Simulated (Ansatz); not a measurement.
**S started on a Si site in diamond Si, 128 atoms, charge +2**

All numbers come from Ansatz (PAW, plane waves, no spin–orbit coupling) at the single k point (¼, ¼, ¼) without its symmetry partners. The atoms were relaxed with PBEsol in a fixed cell; other functionals are single points on those atoms unless said otherwise. The valence top and gap of the host come from its small cell on a dense mesh, with the band extrema sought between the mesh points, lined up by the mean potential, PBEsol gap 0.46 eV, r²SCAN gap 0.76 eV. The charge correction uses an assumed dielectric constant of 11.7.

Cell: a = 15.366 Å, b = 15.366 Å, c = 15.366 Å, α = 60.00°, β = 60.00°, γ = 60.00°.

Nearest atoms after relaxation, from the placed atom (for vacancies from the middle of the vacant sites): Si at 2.42 Å, Si at 2.43 Å, Si at 2.43 Å, Si at 2.43 Å.

Chemical potentials μ are those of reference phases of the elements at zero temperature by the same functional (the usual solids, diamond for C, grey Sn, and the molecules H2, N2, O2, F2, Cl2, Br2 and S8).

| functional | E(defect) − E(host) − Σ nμ + q·E_VBM (eV) | monopole (eV) | alignment (eV) | formation energy at E_F = VBM (eV) | moment (μB) | wall time, shared host |
| --- | --- | --- | --- | --- | --- | --- |
| PBEsol | 0.20 | 0.52 | -0.01 | 0.71 | 0.0 | 13 s on NVIDIA H100 (relaxation) |
| r²SCAN | 0.13 | 0.52 | 0.01 | 0.66 | 0.0 | 23 s on NVIDIA H100 |

r²SCAN one-electron levels near the gap (the ten most localised at most), from the host's valence top, not corrected for the charge's images:

```tsv
level (eV)	spin	filling	atoms sharing it	element of the atom with most weight
-0.09	up	1.00	120.1	spread
-0.09	up	1.00	120.1	spread
0.38	up	0.00	21.5	Si
0.38	down	0.00	21.5	Si
0.92	up	0.00	101.7	spread
0.92	down	0.00	101.7	spread
0.92	up	0.00	102.5	spread
0.92	down	0.00	102.5	spread
1.00	up	0.00	75.7	spread
1.00	down	0.00	75.7	spread
```

One k point and a cell of this size can leave errors of several tenths of an eV in such numbers.
